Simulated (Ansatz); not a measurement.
# SiC (Moissanite 3C) (F-43m) in Ansatz: relaxation of cell and atoms with PBEsol

Aim: the relaxation of cell and atoms of SiC (Moissanite 3C) with PBEsol.

All numbers are computed with Ansatz 0.2.0; they aren't measurements. Logs are shortened: lines on timing, memory, paths and dates and some standing lists are left out, and cuts for length are marked.

### Step 1. Starting point

It takes space group F-43m (No. 216, cubic). Conventional cell: a = 4.358 Å, b = 4.358 Å, c = 4.358 Å, α = 90.00°, β = 90.00°, γ = 90.00°. Si (site symmetry -43m) has 4 C at 1.89 Å as nearest neighbours. C (site symmetry -43m) is surrounded by 4 Si at 1.89 Å.

### Step 2. Relaxation of cell and atoms, PBEsol

Input file input.yaml:

```yaml
crystal:
  lattice:
    - [0.0, 2.179, 2.179]
    - [2.179, 0.0, 2.179]
    - [2.179, 2.179, 0.0]
  atoms:
    - { symbol: Si, position: [0.0, 0.0, 0.0] }
    - { symbol: C, position: [0.75, 0.75, 0.75] }
hamiltonian:
  xc: pbesol
  pseudopotentials: { kind: paw }
kpoints:
  mp_grid: { grid: [10, 10, 10] }
scf:
  occupations: { method: fermi_dirac, width: 0.05 }
output:
  forces: true
  stress: true
  eigenvalues: true
relax:
  f_tol: 0.01
  max_steps: 40
  cell: { stress_tol: 0.05 }
```

Potentials or basis: Ansatz PAW.

The run is started by

```console
$ ansatz run input.yaml --threads 2 --pin off --max-ram 5632MiB --backend cpu --events-out ev --progress --plain --runs-dir out
```

Standard output:

```text
Warning: RAYON_NUM_THREADS=2 ignored (pool sized by the plan → 2); use --threads N
Engine: ansatz 0.2.0, aarch64-unknown-linux-gnu
Pseudopotentials: kind: paw
Pseudopotential: Si, paw, valence charge 4, recommended cutoff 420 eV (normal), Si.paw.azcp
Pseudopotential: C, paw, valence charge 4, recommended cutoff 420 eV (normal), C.paw.azcp
Functional definition: PBEsol
  exchange = pbesol_x
  correlation = pbesol_c
Crystal: 2 atoms, lattice volume = 20.692 Å³
Basis set: ecut = 420 eV, 411 PW (Γ), exchange–correlation on 48×48×48 points (8 copies of the dense FFT grid, shifted against one another)
Bands: 8, of which v1, the nominal top of the filled ones, is band 4 counted from 1 (3 counted from 0)
Symmetry: 24 space group operations
Space group: F-43m (ITA 216), of the structure as read, at distance tolerance 2.7e-5 Å
k-points: 47 of 1000 (time reversal used)
Non-local potential: Si, projectors of the file, l = 0: 2, l = 1: 2, l = 2: 2
Non-local potential: C, projectors of the file, l = 0: 2, l = 1: 2, l = 2: 1
PAW form: soft (Blöchl's): semilocal exchange-correlation on the pseudo side does not see the compensation charge
PAW frozen core: Si, regenerated for the run's functional, and the local potential with it (the file was generated under x = pbe(κ = 0.804, μ = 0.2195149727645171), c = pbe(β = 0.06672455060314922))
PAW frozen core: C, regenerated for the run's functional, and the local potential with it (the file was generated under x = pbe(κ = 0.804, μ = 0.2195149727645171), c = pbe(β = 0.06672455060314922))
PAW one-centre angular grid: Si, 110 points (default); XC on 64 Gauss nodes
PAW one-centre angular grid: C, 110 points (default); XC on 64 Gauss nodes
Initial density: superposition of atomic densities (neutral atoms: chi_scale 0, normalization atom), corrected by the library's trained network
Initial wavefunctions: pseudopotential atomic-orbital guess
Functional: x = pbesol(κ = 0.804, μ = 0.12345679012345678), c = pbesol(β = 0.046)
SCF iter   1: F=—  HF=-868.710916 eV  |F-HF|=—  |Δ(HF+E_count)|=         —  Δρ=8.22e-3  dr2=1.69e-2  ethr=1.77e-3  ⟨swp⟩=5.6  Hψ=3061  notcnv=0
preconditioner: auto → none  [insulator: Δε(μ)=1.138 eV  Ē_g=13.946 eV  σ=0.050 eV  W_gap=1.00  n_scr=0 (ndim 8)  ℏωp=23.1 eV  f_vac=0.000  D(μ)=0.00/eV (n_scr^D=0)  ε∞_Penn≈3.7]
SCF iter   2: F=—  HF=-868.706292 eV  |F-HF|=—  |Δ(HF+E_count)|=   4.62e-3  Δρ=2.40e-3  dr2=9.78e-4  ethr=2.11e-4  ⟨swp⟩=2.6  Hψ=1012  notcnv=0
SCF iter   3: F=—  HF=-868.706020 eV  |F-HF|=—  |Δ(HF+E_count)|=   2.72e-4  Δρ=7.37e-4  dr2=7.18e-5  ethr=1.22e-5  ⟨swp⟩=2.7  Hψ=555  notcnv=0
SCF iter   4: F=—  HF=-868.706022 eV  |F-HF|=—  |Δ(HF+E_count)|=   1.43e-6  Δρ=1.01e-4  dr2=9.29e-7  ethr=8.98e-7  ⟨swp⟩=2.0  Hψ=563  notcnv=0
iter 5 did not close the SCF: its close was put off for the readings that it lacked (scf_convergence_deferred on its scf_iter line)
SCF iter   5: F=-868.706023 eV  HF=-868.706023 eV  |F-HF|=5.11e-9  |Δ(HF+E_count)|=   6.50e-7  Δρ=7.66e-6  dr2=1.03e-8  ethr=1.16e-8  ⟨swp⟩=2.1  Hψ=538  notcnv=0
SCF iter   6: F=-868.706023 eV  HF=-868.706023 eV  |F-HF|=2.39e-12  |Δ(HF+E_count)|=   2.50e-9  Δρ=1.89e-6  dr2=4.43e-10  ethr=1.28e-10  ⟨swp⟩=1.9  Hψ=1153  notcnv=0
SCF 1 converged in 6 iterations: F = -868.706023 eV  dr2 = 4.43e-10
relax step   1: F+E_penalty+E_count = -868.70602256 eV  Δ(F+E_penalty+E_count) = +0.000e0 eV  max|allowed force component| = 3.331e-16 eV/Å  Δτ_max = 0.0000 Å  P = -0.179 GPa  Ω = 20.692 Å³  (6 SCF iters, dr2 threshold 1.00e-7 eV, accepted)
Crystal: 2 atoms, lattice volume = 20.683 Å³
Initial density: handed on by an earlier stage of this run
Initial wavefunctions: those handed on with the density
iter 1 solved again at ethr=3.76e-8 eV; its pass at ethr=3.10e-3 eV (dr2=3.01e-6 eV) is discarded
SCF iter   1: F=—  HF=-868.706049 eV  |F-HF|=—  |Δ(HF+E_count)|=         —  Δρ=1.08e-4  dr2=2.96e-6  ethr=3.76e-8  ⟨swp⟩=1.0  Hψ=3101  notcnv=0
preconditioner: auto → none  [insulator: Δε(μ)=1.245 eV  Ē_g=13.983 eV  σ=0.050 eV  W_gap=1.00  n_scr=0 (ndim 8)  ℏωp=23.1 eV  f_vac=0.000  D(μ)=0.00/eV (n_scr^D=0)  ε∞_Penn≈3.7]
SCF iter   2: F=—  HF=-868.706046 eV  |F-HF|=—  |Δ(HF+E_count)|=   2.54e-6  Δρ=2.77e-5  dr2=1.34e-7  ethr=3.70e-8  ⟨swp⟩=2.5  Hψ=544  notcnv=0
SCF iter   3: F=-868.706046 eV  HF=-868.706046 eV  |F-HF|=3.60e-9  |Δ(HF+E_count)|=   4.31e-8  Δρ=7.75e-6  dr2=1.08e-8  ethr=9.97e-10  ⟨swp⟩=4.0  Hψ=1155  notcnv=0
SCF 2 converged in 3 iterations: F = -868.706046 eV  dr2 = 1.08e-8
relax step   2: F+E_penalty+E_count = -868.70604615 eV  Δ(F+E_penalty+E_count) = -2.359e-5 eV  max|allowed force component| = 1.110e-16 eV/Å  Δτ_max = 0.0000 Å  P = -0.083 GPa  Ω = 20.683 Å³  energy of the carried Pulay correction = +1.640e-5 eV  (3 SCF iters, dr2 threshold 7.97e-8 eV, accepted)
Crystal: 2 atoms, lattice volume = 20.675 Å³
iter 1 solved again at ethr=3.01e-8 eV; its pass at ethr=3.10e-3 eV (dr2=2.41e-6 eV) is discarded
SCF iter   1: F=—  HF=-868.706065 eV  |F-HF|=—  |Δ(HF+E_count)|=         —  Δρ=9.54e-5  dr2=2.37e-6  ethr=3.01e-8  ⟨swp⟩=1.0  Hψ=3105  notcnv=0
preconditioner: auto → none  [insulator: Δε(μ)=1.244 eV  Ē_g=13.987 eV  σ=0.050 eV  W_gap=1.00  n_scr=0 (ndim 8)  ℏωp=23.1 eV  f_vac=0.000  D(μ)=0.00/eV (n_scr^D=0)  ε∞_Penn≈3.7]
SCF iter   2: F=—  HF=-868.706062 eV  |F-HF|=—  |Δ(HF+E_count)|=   2.33e-6  Δρ=2.63e-5  dr2=1.16e-7  ethr=2.96e-8  ⟨swp⟩=2.5  Hψ=548  notcnv=0
SCF iter   3: F=-868.706062 eV  HF=-868.706062 eV  |F-HF|=3.44e-9  |Δ(HF+E_count)|=   3.55e-8  Δρ=8.29e-6  dr2=1.24e-8  ethr=2.17e-10  ⟨swp⟩=4.1  Hψ=1136  notcnv=0
SCF 3 converged in 3 iterations: F = -868.706062 eV  dr2 = 1.24e-8
relax step   3: F+E_penalty+E_count = -868.70606244 eV  Δ(F+E_penalty+E_count) = -1.629e-5 eV  max|allowed force component| = 9.252e-17 eV/Å  Δτ_max = 0.0000 Å  P = +0.000 GPa  Ω = 20.675 Å³  energy of the carried Pulay correction = +3.071e-5 eV  (3 SCF iters, dr2 threshold 1.73e-8 eV, accepted)
Initial wavefunctions: pseudopotential atomic-orbital guess (no wavefunctions were taken with the density)
iter 1 solved again at ethr=1.03e-7 eV; its pass at ethr=3.10e-3 eV (dr2=8.24e-6 eV) is discarded
SCF iter   1: F=—  HF=-868.706064 eV  |F-HF|=—  |Δ(HF+E_count)|=         —  Δρ=8.44e-6  dr2=1.26e-8  ethr=1.03e-7  ⟨swp⟩=3.1  Hψ=4129  notcnv=0
preconditioner: auto → none  [insulator: Δε(μ)=1.243 eV  Ē_g=13.986 eV  σ=0.050 eV  W_gap=1.00  n_scr=0 (ndim 8)  ℏωp=23.1 eV  f_vac=0.000  D(μ)=0.00/eV (n_scr^D=0)  ε∞_Penn≈3.7]
SCF iter   2: F=—  HF=-868.706062 eV  |F-HF|=—  |Δ(HF+E_count)|=   1.25e-6  Δρ=3.81e-6  dr2=2.25e-9  ethr=1.58e-10  ⟨swp⟩=2.3  Hψ=548  notcnv=0
SCF iter   3: F=-868.706062 eV  HF=-868.706062 eV  |F-HF|=9.78e-12  |Δ(HF+E_count)|=  1.13e-10  Δρ=3.40e-7  dr2=1.27e-11  ethr=1.00e-12  ⟨swp⟩=4.1  Hψ=1741  notcnv=0
SCF 4 converged in 3 iterations: F = -868.706062 eV  dr2 = 1.27e-11
relax step   4: F+E_penalty+E_count = -868.70606244 eV  Δ(F+E_penalty+E_count) = -1.052e-9 eV  max|allowed force component| = 6.939e-17 eV/Å  Δτ_max = 0.0000 Å  P = -0.001 GPa  Ω = 20.675 Å³  stress off target by 1.36e-3 GPa  SCF on the basis re-selected at this cell (its energy is not comparable with the rows above)  (3 SCF iters)
basis re-selected at this cell: Δ(F+E_penalty+E_count) = -1.052e-9 eV, ΔP = -0.002 GPa vs the last step (what re-selecting the basis moved, of the pressure what is left beyond the Pulay correction that the steps carried, after the strain that the cell walked since its last selection, with what the two solves' SCF thresholds leave and, on support functions, any second-order correction that the steps lacked; it is no measure of the basis error at this ecutwfc). This SCF's stress stands 1.36e-3 GPa from its target on what of the cell is left free (relax.cell.stress_tol is 5.00e-2 GPa) and its largest allowed force component is 6.94e-17 eV/Å (relax.f_tol is 1.00e-2 eV/Å): within both
SCF converged after 3 iterations
Free energy (F): -868.706062 eV
Harris-Foulkes:  -868.706062 eV  (|F-HF|=9.78e-12)
Internal energy: -868.706062 eV  (E = F + TS)
E sigma→0 (E₀):  -868.706062 eV
Entropy (-TS):   -0.000000 eV (-0.000 meV/atom)
Fermi energy:    10.069355 eV
--- Per-component energies (eV) ---
  E_band       = 28.135665
  E_kinetic    = 135.293806
  E_local      = -103.743371  (includes V_loc(G=0)·N_el)
  E_nonlocal   = 51.990828
  E_hartree    = 31.527738
  E_xc         = -104.623226
  E_vxc        = -109.152239  (∫ρ·V_xc dr)
  E_paw        = -594.344953  (= ΣΔE_a)
  E_vpaw       = -9.308829  (= ΣTr[D̂ρ^β])
  E_aug_tail   = 0.000011  (compensation charges beyond the density's cutoff)
  E_ewald      = -284.859557
  E_core_change = 0.052661  (= ΣΔE_core)
  E_smearing   = -0.000000  (= −TS)
  E_closure    = 0.000000  (closes the sum)
  Σ components = -868.706062   (vs F -868.706062, Δ=0.00e0)
--- Forces (eV/Å), atoms counted from 1 ---
  atom   1  Si    -0.00000000    -0.00000000     0.00000000
  atom   2  C      0.00000000     0.00000000    -0.00000000
  max |Σ_I F_I| component: 7.40e-17 eV/Å
--- Stress (GPa, compression-positive) ---
       -0.001361      -0.000000      -0.000000
       -0.000000      -0.001361       0.000000
       -0.000000       0.000000      -0.001361
  P = ⅓ Tr σ = -0.0014 GPa (-0.014 kbar)
--- Band table (eV; the first three rows and the last of 47) ---
  k-point 0: bands = ["-5.9991", "9.4284", "9.4284", "9.4284", "15.6049", "16.6765", "16.6765", "16.6765"]
  k-point 1: bands = ["-5.8028", "8.4135", "9.2936", "9.2936", "15.8611", "16.9206", "16.9206", "16.9526"]
  k-point 2: bands = ["-5.2224", "6.2827", "8.9847", "8.9847", "15.5674", "17.2775", "17.2775", "18.1433"]
  k-point 46: bands = ["-0.7134", "2.2686", "4.5749", "4.7977", "14.0248", "17.3955", "19.3862", "20.5409"]
--- Relaxed structure (3 steps of the walk, 3 accepted, 1 SCFs on fresh bases) ---
  F+E_penalty+E_count = -868.70606244 eV   max|allowed force component| = 6.939e-17 eV/Å   (the final SCF, on the basis selected at the relaxed cell)
  cell:  # Å, volume = 20.6755 Å³
    - [-2.675070317270185e-34, 2.1784203554116655, 2.1784203554116655]
    - [2.1784203554116655, 7.260905146876218e-34, 2.1784203554116655]
    - [2.1784203554116655, 2.1784203554116655, 6.36921504111949e-34]
  atoms:
    - { symbol: Si, position: [2.306320995243435e-34, -5.662225197903049e-35, -2.379975957167377e-34] }
    - { symbol: C, position: [0.75, 0.75, 0.75] }
```

Run time: 2.2 s. Hardware: 2 threads of Arm Neoverse V2, shared host; peak memory 0.27 GiB.

Results:

```yaml
Free_energy: -868.7061 eV
Relaxed_volume: 10.34 Å³/atom
Relaxed_cell: a = 3.081 Å, b = 3.081 Å, c = 3.081 Å, α = 60.00°, β = 60.00°, γ = 60.00°
Space_group_after_relaxing_to_0.05_Å: F-43m (No. 216)
Energy_gained_by_relaxing: 0.0 meV/atom
Ionic_steps: 4
Pressure_after_relaxing: 0.0 GPa
Band_gap_on_the_k_mesh: 1.24 eV, indirect (least direct gap 4.45 eV)
```

Final structure:
```
CELL_PARAMETERS angstrom
0.00000 2.17842 2.17842
2.17842 0.00000 2.17842
2.17842 2.17842 0.00000
ATOMIC_POSITIONS crystal
Si 0.00000 0.00000 0.00000
C 0.75000 0.75000 0.75000
```

Caveat: the plane-wave basis is chosen anew once the cell has moved, so the energies of steps on either side of that aren't comparable; the PAW data sets come from PBE, with cores solved anew for the run's functional, which leaves a small shift of forces and pressure. A k mesh can miss the band edges.
